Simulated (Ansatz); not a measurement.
# Mg (P6_3/mmc) in Ansatz: settings compared, part 2 of 2

Ansatz 0.2.0.

## Step 3: Elastic constants, revPBE-LDA, collinear spin, antiferromagnetic start, moments held on the sites

input.yaml

```yaml
crystal:
  lattice:
    - [3.2093, 0.0, 0.0]
    - [-1.60465, 2.7793353284, 0.0]
    - [0.0, 0.0, 5.2103]
  atoms:
    - { symbol: Mg, position_ang: [1.6046500002, 0.9264451094, 3.907725], spin: 0.5 }
    - { symbol: Mg, position_ang: [-2.0e-10, 1.852890219, 1.302575], spin: -0.5 }
kpoints:
  mp_grid: { grid: [8, 8, 4] }
scf:
  occupations: { method: fermi_dirac, width: 0.1 }
hamiltonian:
  xc: { exchange: revpbe, correlation: lda }
  pseudopotentials: { kind: all_electron, lapw: { basis_error: 0.03 } }
magnetization:
  spin_polarized: true
  spin_locking: { lock_spins: true }
output:
  forces: true
  stress: true
elastic:
  mode: relaxed_ion
  stencil: two_point
```

Potentials or basis: all-electron LAPW, scalar-relativistic.

The run is started by

```console
$ ansatz run input.yaml --threads 1 --pin off --max-ram 2560MiB --backend cpu --events-out ev --progress --plain --runs-dir out
```

The program printed:

```text
Warning: RAYON_NUM_THREADS=1 ignored (pool sized by the plan → 1); use --threads N
LAPW: plane waves up to 3.841 Å⁻¹, error target 3.0e-2 eV per atom; small_component_spin mean_spin; Mg in spheres of 1.550 Å, 10 of its electrons in bands, Dirac shells [] (how accurate: hamiltonian.pseudopotentials.lapw.basis_error, Limitations)
Engine: ansatz 0.2.0, aarch64-unknown-linux-gnu
Pseudopotentials: kind: all_electron
Pseudopotential: Mg, LAPW, valence charge 10, lapw/all_electron/scalar/gaussian/Mg, Koelling and Harmon's equation, gaussian nucleus
Functional definition: unnamed
  exchange = pbe_x(kappa = 1.245)
  correlation = pw_c
Crystal: 2 atoms, lattice volume = 46.474 Å³
Basis set: ecut = 56.199082418890896 eV, 37 PW (Γ), exchange–correlation at level 2
Bands: 15, of which v1, the nominal top of the filled ones, is band 10 counted from 1 (9 counted from 0)
Symmetry: 12 space group operations
Space group: P-6m2 (ITA 187), of the structure as read, at distance tolerance 3.6e-5 Å
Magnetic group: BNS 194.267 (UNI 1497), of the structure as read, at distance tolerance 3.6e-5 Å
k-points: 30 of 256 (time reversal used)
Non-local potential: Mg, projectors of the file, none
Initial density: superposition of atomic densities (chi_scale 0.1, normalization cell)
Starting moments: Σ|m| = 1 μB on 2 of 2 sites
Starting magnetic order: antiferromagnet; an inversion exchanges its spin sublattices: spin-degenerate at every k-point
[... 343 lines left out ...]
  strains applied: 11, 33, 23; error gains: componentwise 1.00 (the most a stress slope's error grows in a printed constant), spectral 1.41 (1 for all six strains in a standard setting)
  C = ∂σ_k/∂η_j (tension-positive GPa; Voigt order 11 22 33 23 13 12):
        49.944     12.042     15.211      0.000      0.000      0.000
        12.042     49.944     15.211      0.000      0.000      0.000
        19.525     19.525     92.919      0.000      0.000      0.000
         0.000      0.000      0.000     19.677      0.000      0.000
         0.000      0.000      0.000      0.000     19.677      0.000
         0.000      0.000      0.000      0.000      0.000     18.951
  reference stress σ⁰ (GPa):      0.566      0.566     -3.761      0.000      0.000      0.000
  no Pulay correction (none for the plane-wave cutoff is built on LAPW): the batch's stresses and constants are at fixed plane waves
  C* (energy form; C + prestress term) asymmetry max|C*_kj − C*_jk| = 1.254e-2 GPa — a small one proves nothing (zero by symmetry where the batch's group is 432, −43m or m−3m); a large one is finite-difference/SCF noise where every solve meets its electron count
  moduli (Voigt/Reuss/Hill, GPa): K = 31.82/28.91/30.36   G = 21.40/20.48/20.94   E = 51.07   ν = 0.220
  mechanically stable: yes (min eigenvalue of sym C = 18.95 GPa)
  the stresses are not corrected for the forces that the relaxations left standing (`elastic.f_tol`)
  where every solve meets its electron count the energy-path curvature estimates C_jj along a normal strain and C_jj − ¼(σ⁰_aa + σ⁰_bb) along a shear (ab), closely only under elastic.basis: deformed
  strain η (Voigt 11):  stress-route row diagonal C_11 = 49.94 GPa, energy-path curvature d²(F+E_count)/dδ²/Ω₀ = 50.84 GPa
         δ    σ_11 (GPa)             F (eV)   n_scf  n_hpsi   n_pw
    -2.000e-3       0.4645      -10930.1378295       2   16084     52   relax 3 steps, max|allowed force component| 4.25e-5 eV/Å
     2.000e-3       0.6643      -10930.1371761       2   16071     52   relax 3 steps, max|allowed force component| 4.28e-5 eV/Å
  strain η (Voigt 33):  stress-route row diagonal C_33 = 92.92 GPa, energy-path curvature d²(F+E_count)/dδ²/Ω₀ = 92.09 GPa
         δ    σ_33 (GPa)             F (eV)   n_scf  n_hpsi   n_pw
    -2.000e-3      -3.9474      -10930.1352970      22   65615     52   relax 0 steps, max|allowed force component| 6.94e-18 eV/Å
     2.000e-3      -3.5757      -10930.1396607      22   65635     52   relax 0 steps, max|allowed force component| 4.05e-18 eV/Å
  strain η (Voigt 23):  stress-route row diagonal C_44 = 19.68 GPa, energy-path curvature d²(F+E_count)/dδ²/Ω₀ = 20.16 GPa
         δ    σ_23 (GPa)             F (eV)   n_scf  n_hpsi   n_pw
    -2.000e-3      -0.0394      -10930.1375206       2   18843     52   relax 1 steps, max|allowed force component| 2.90e-5 eV/Å
     2.000e-3       0.0394      -10930.1375206       2   18852     52   relax 1 steps, max|allowed force component| 2.92e-5 eV/Å
```

elastic.tsv:

```text
# convention: tension-positive GPa; Voigt order 11 22 33 23 13 12; engineering shear strains; stresses and constants hold the Pulay correction, whose part of sigma0, of c and of each member's stress the lines and columns named pulay_correction_..._gpa give (of c_energy it is that of c and, on the columns of strains 1 to 3, that of sigma0; of a layer's constants it is that of c in the plane, times a tenth of its plane spacing in ang); where a line pulay_correction_withheld stands none holds it
[... 15 lines left out ...]
6	0.0000000000e0	0.0000000000e0	0.0000000000e0	0.0000000000e0	0.0000000000e0	1.8950949732e1	0.0000000000e0	0.0000000000e0	0.0000000000e0	0.0000000000e0	0.0000000000e0	1.8950949732e1	nan	nan	nan	nan	nan	nan
```

Wall time 71 s (1 thread of Arm Neoverse V2, shared host); peak memory 0.23 GiB.

The run converged, but some of its settings lie outside the range that counts as converged (typed here: hamiltonian.pseudopotentials.lapw.basis_error = 0.03), so its numbers aren't taken as properties of the crystal.

What came out:

```
Free energy            : -10930.1375 eV
Band gap on the k mesh : none (metal or under the smearing width)
Net moment             : 0.00 μB per cell
Absolute moment        : 1.44 μB per cell
Site moments           : Mg +0.50, -0.50 μB
Voigt bulk modulus     : 32 GPa
```

Caveat: each atom's moment is held at its typed value, so this isn't a free magnetic state; the k mesh is thin for a metal, which can move the energy by tens of meV per atom; elastic constants of metals need much finer meshes, so these are rough.
